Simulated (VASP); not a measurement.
Mo: single point with PBE

Mo:

```xyz
1
Lattice="-1.5734 1.5734 1.5734 1.5734 -1.5734 1.5734 1.5734 1.5734 -1.5734" Properties=species:S:1:pos:R:3 pbc="T T T"
Mo    0.0000    0.0000    0.0000
```

```yaml
Program: VASP 6.6.1
Task: single point
Functional: PBE
Potentials_or_basis: VASP PAW PBE potentials, release 64 (Mo_sv)
Cutoff: 520 eV
k_mesh: 4 × 4 × 4
Occupations: gaussian, width 0.1 eV
Spin: no spin polarisation
```

The pressure is 4.7 GPa. The band gap on the k mesh is none (metal or under the smearing width).

Levels at points of the mesh, in eV from the Fermi level:
| k point | band 3 | band 4 | band 5 | band 6 | band 7 | band 8 | band 9 | band 10 | band 11 |
| --- | --- | --- | --- | --- | --- | --- | --- | --- | --- |
| (0.00, 0.00, 0.00) | -34.34 | -34.34 | -7.09 | -1.18 | -1.18 | -1.18 | 1.85 | 1.85 | 14.99 |
| (0.50, 0.00, 0.00) | -34.79 | -34.35 | -5.18 | -3.24 | 1.79 | 1.88 | 2.52 | 4.96 | 11.88 |
| (0.50, 0.50, 0.50) | -35.31 | -35.31 | -5.30 | -5.30 | 4.19 | 4.19 | 4.19 | 9.25 | 9.25 |

Wall time 2.3 s on 1 thread of AMD EPYC 9R45 (Zen 5), with other jobs on the host, peak memory 0.09 GiB.

Caveat: the k mesh is coarse (spacing up to 0.71 Å⁻¹), so the values aren't converged.
